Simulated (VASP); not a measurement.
**VASP 6.6.1 run: HgSe**

INCAR

```
IBRION = -1
PREC = Medium
LASPH = .TRUE.
ENCUT = 520
NBANDS = 16
NSW = 0
NELM = 120
EDIFF = 1E-7
NELECT = 19
GGA = PE
ISIF = 2
SIGMA = 0.02
ISMEAR = -1
LREAL = .FALSE.
LCHARG = .FALSE.
LWAVE = .FALSE.
```

KPOINTS

```
KPOINTS created by Atomic Simulation Environment
0
Gamma
2 2 2
0 0 0
```

POSCAR

```
Hg Se
 1.0000000000000000
     0.0000000000000000    2.9998851441999999    2.9998851441999999
     2.9998851441999999    0.0000000000000000    2.9998851441999999
     2.9998851441999999    2.9998851441999999    0.0000000000000000
 Hg  Se
   1   1
Cartesian
  0.0000000000000000  0.0000000000000000  0.0000000000000000
  1.4999425720999999  1.4999425720999999  1.4999425720999999
```

The recommended PBE PAW datasets give the neutral cell 18 valence electrons.

Command

```
mpirun -np 1 vasp_std
```

OSZICAR

```
N       E                     dE             d eps       ncg     rms          rms(c)
DAV:   1     0.125130880807E+03    0.12513E+03   -0.86061E+03    96   0.103E+03
DAV:   2     0.381418308939E+01   -0.12132E+03   -0.11396E+03   112   0.254E+02
DAV:   3    -0.255111196127E+00   -0.40693E+01   -0.40652E+01   112   0.487E+01
DAV:   4    -0.269776062067E+00   -0.14665E-01   -0.14664E-01   128   0.297E+00
DAV:   5    -0.269849780113E+00   -0.73718E-04   -0.73718E-04   112   0.189E-01    0.121E+01
DAV:   6     0.286209156697E+00    0.55606E+00   -0.12930E+00   104   0.942E+00    0.838E+00
DAV:   7     0.323235034214E+00    0.37026E-01   -0.40388E-01   112   0.465E+00    0.317E+00
DAV:   8     0.324845419373E+00    0.16104E-02   -0.53840E-02   104   0.276E+00    0.341E-01
DAV:   9     0.325053812176E+00    0.20839E-03   -0.28441E-03   120   0.611E-01    0.150E-01
DAV:  10     0.324774805106E+00   -0.27901E-03   -0.60273E-04   112   0.244E-01    0.502E-02
DAV:  11     0.324685821535E+00   -0.88984E-04   -0.15332E-04    96   0.120E-01    0.111E-02
DAV:  12     0.324682833823E+00   -0.29877E-05   -0.12053E-05   136   0.246E-02    0.792E-03
DAV:  13     0.324681874396E+00   -0.95943E-06   -0.32887E-06   104   0.130E-02    0.679E-03
DAV:  14     0.324682143820E+00    0.26942E-06   -0.43922E-07   120   0.649E-03    0.539E-04
DAV:  15     0.324682136005E+00   -0.78151E-08   -0.12487E-08    80   0.854E-04
   1 F= 0.32468214E+00 E0= 0.33030549E+00  d E =-.112467E-01
```

From OUTCAR

```
k-points           NKPTS =      3   k-points in BZ     NKDIM =      3   number of bands    NBANDS=     16

   NELECT =      19.0000    total number of electrons

   dimension x,y,z NGX =    24 NGY =   24 NGZ =   24
   dimension x,y,z NGXF=    30 NGYF=   30 NGZF=   30

  energy-cutoff  :      520.00
  volume of cell :       53.99
      direct lattice vectors                 reciprocal lattice vectors
     0.000000000  2.999885144  2.999885144    -0.166673048  0.166673048  0.166673048
     2.999885144  0.000000000  2.999885144     0.166673048 -0.166673048  0.166673048
     2.999885144  2.999885144  0.000000000     0.166673048  0.166673048 -0.166673048

 k-points in reciprocal lattice and weights: KPOINTS created by Atomic Simulation Env
   0.00000000  0.00000000  0.00000000       0.125
   0.50000000  0.00000000  0.00000000       0.500
   0.50000000  0.50000000  0.00000000       0.375

 E-fermi :   3.1218

 k-point     1 :       0.0000    0.0000    0.0000
  band No.  band energies     occupation
      1     -11.2775      2.00000
      2      -5.2496      2.00000
      3      -5.2496      2.00000
      4      -5.2496      2.00000
      5      -4.4858      2.00000
      6      -4.4858      2.00000
      7       1.1465      2.00000
      8       2.4636      2.00000
      9       2.4636      2.00000
     10       2.4636      2.00000
     11       7.3579      0.00000
     12       7.3579      0.00000
     13       7.3579      0.00000
     14      10.0400      0.00000
     15      13.4111      0.00000
     16      13.4111      0.00000

 k-point     2 :       0.5000    0.0000    0.0000
  band No.  band energies     occupation
      1     -10.6737      2.00000
      2      -5.0707      2.00000
      3      -5.0707      2.00000
      4      -4.4268      2.00000
      5      -4.4267      2.00000
      6      -4.0990      2.00000
      7      -3.7118      2.00000
      8       1.3242      2.00000
      9       1.3242      2.00000
     10       3.0998      1.50000
     11       8.1221      0.00000
     12       8.1221      0.00000
     13       8.9532      0.00000
     14      10.8096      0.00000
     15      13.8582      0.00000
     16      13.8582      0.00000

 k-point     3 :       0.5000    0.5000    0.0000
  band No.  band energies     occupation
      1     -10.4691      2.00000
      2      -5.1836      2.00000
      3      -4.6906      2.00000
      4      -4.6906      2.00000
      5      -4.3558      2.00000
      6      -4.0725      2.00000
      7      -3.1386      2.00000
      8      -0.2170      2.00000
      9      -0.2170      2.00000
     10       4.5861      0.00000
     11       4.8053      0.00000
     12      10.4423      0.00000
     13      12.0979      0.00000
     14      12.0979      0.00000
     15      13.7994      0.00000
     16      15.1910      0.00000

  Total       14.3793882     14.3793882     14.3793882      0.0000000     -0.0000000      0.0000000
  in kB      426.6847418    426.6847418    426.6847418      0.0000000     -0.0000000      0.0000000
  external PRESSURE =     426.6847418 kB  Pullay stress =       0.0000000 kB

 POSITION                                       TOTAL-FORCE (eV/Angst)
 -----------------------------------------------------------------------------------
      0.00000      0.00000      0.00000        -0.000000     -0.000000     -0.000000
      1.49994      1.49994      1.49994         0.000000      0.000000      0.000000
 -----------------------------------------------------------------------------------
    total drift:                               -0.000003     -0.000003      0.000002

  FREE ENERGIE OF THE ION-ELECTRON SYSTEM (eV)
  ---------------------------------------------------
  free  energy   TOTEN  =         0.3246821360 eV

  energy  without entropy=        0.3359288389  energy(sigma->0) =        0.33030549
```

It converged. Results: pressure 42.7 GPa.

The cell is charged and sits in a uniform background.

For comparison, a separate PBE run of the intended cell, on usual settings and not on those above, gives a gap of 0.00 eV on its mesh and a pressure of 7.8 GPa.

The run above took about 3.1 s on one core of a shared host (Intel Xeon Platinum 8488C) and held 0.12 GiB at most.
